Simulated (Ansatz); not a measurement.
Task: Fermi-surface readings of MoS2, space group R-3m, with the Ansatz DFT code, driven from Python. Give the script and its output. Level of theory: PBE, PAW, the default cutoff (420 eV here), 9×9×9 k-points, Methfessel-Paxton smearing of 0.1 eV.

```cif
data_structure
_symmetry_space_group_name_H-M 'P 1'
_symmetry_Int_Tables_number 1
_cell_length_a 6.3832
_cell_length_b 6.3832
_cell_length_c 6.3832
_cell_angle_alpha 28.764
_cell_angle_beta 28.764
_cell_angle_gamma 28.764
_cell_volume 53.25
loop_
_atom_site_label
_atom_site_type_symbol
_atom_site_fract_x
_atom_site_fract_y
_atom_site_fract_z
_atom_site_occupancy
Mo1 Mo 0.00000 0.00000 0.00000 1
S1 S 0.75000 0.75000 0.75000 1
S2 S 0.25000 0.25000 0.25000 1
```

`run_fermi.py`:
```python
"""Fermi surface readings for MoS2."""

import ansatz as az


def main() -> None:
    structure = (
        az.Lattice.of([1.5855, 0.91539, 6.115], [-1.5855, 0.91539, 6.115], [0.0, -1.83078, 6.115])
        .atom("Mo", [0.0, 0.0, 0.0])
        .atom("S", [0.75, 0.75, 0.75])
        .atom("S", [0.25, 0.25, 0.25])
    )

    calculation = structure.calculation()
    calculation = calculation.functional("pbe").kpoints(9, 9, 9)
    calculation = calculation.occupations("methfessel_paxton").eigenstates(nscf_kmesh=(12, 12, 12), level_slopes=True)
    surface = calculation.run(threads=1).fermi_surface().to_plain()
    for way, reading in surface.items():
        if reading:
            rho_lambda = [f"{v:.3e}" for v in reading["resistivity_times_mean_free_path_ohm_m2"]]
            print(f"{way:24s} area {reading['spin_summed_area_per_ang2']:8.3f} 1/A^2  rho*lambda (ohm m^2) {rho_lambda}")


if __name__ == "__main__":
    main()
```

Output of `python run_fermi.py`:
```text
DeckWarning: basis.ecutwfc = 420 eV, auto-derived from the records' recommended cutoffs: set by Mo (normal level)
by_tetrahedra            area   10.622 1/A^2  rho*lambda (ohm m^2) ['2.077e-15', '2.077e-15', '1.260e-14']
by_slopes                area   15.138 1/A^2  rho*lambda (ohm m^2) ['1.447e-15', '1.447e-15', '9.632e-15']
on_every_second_point    area    3.276 1/A^2  rho*lambda (ohm m^2) ['6.900e-15', '6.900e-15', '3.162e-14']
```
(Warnings from the package without file and line.)

Caveats:
- No spin polarisation was allowed.
- The mesh is modest for a metal, so energies can be off by several to tens of meV an atom and pressures by half a GPa or more; differences at equal mesh fare better.
- Of the deposited cell: the entry's cell lengths or inner coordinates differ somewhat from later room-temperature determinations.
- The starting cell is as deposited in a crystallographic database; the results hold for this polymorph, which needn't be the stable one.
- The three readings differ by the mesh error.
- Timing: 11 s on 1 thread of Arm Neoverse V2, with other jobs on the host, peak memory 0.4 GiB.

(Lines on the test bed's own set-up are left out of the output.)
